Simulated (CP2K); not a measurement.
The system is SnO2.

```
Sn O
1.0
     5.15096    0.00000    0.00000
     4.13561    3.07067    0.00000
     4.13561    1.36747    2.74937
Sn O
1 2
Direct
  0.50000 0.50000 0.50000
  0.76283 0.76283 0.76283
  0.23717 0.23717 0.23717
```

Measurements of this composition are mostly on another form, of space group No. 136.

Base run:

* Program: CP2K 2026.2
* Functional: SCAN
* Potentials or basis: POTENTIAL_UZH Sn GTH-SCAN-q4, O GTH-SCAN-q6; TZVP-MOLOPT-SCAN-GTH basis
* Density cutoff: 11565 eV
* k mesh: 10 × 10 × 10
* Occupations: fermi-dirac, width 0.05 eV
* Spin: no spin polarisation

Its results: band gap on the k mesh 2.10 eV, indirect (least direct gap 2.14 eV); pressure -17.8 GPa; largest force 1.266 eV/Å.

**Question.** The run is repeated on the same cell with these changes: functional from SCAN to r2SCAN; occupations from fermi-dirac, width 0.05 eV to fermi-dirac, width 0.1 eV. What comes out?

**Answer.** Band gap on the k mesh 2.20 eV, indirect (least direct gap 2.24 eV); pressure -18.1 GPa; largest force 1.370 eV/Å.

Caveats: so large a pressure means that the cell lies far from this level's equilibrium, or that cutoff or potentials fall short; spin-orbit coupling is left out, which moves the levels of the heavy elements; the basis of atomic orbitals isn't converged, which shifts pressures, moduli and gaps; forces of over 1 eV/Å show positions far from the minimum, so gaps and moduli don't describe the material at rest.
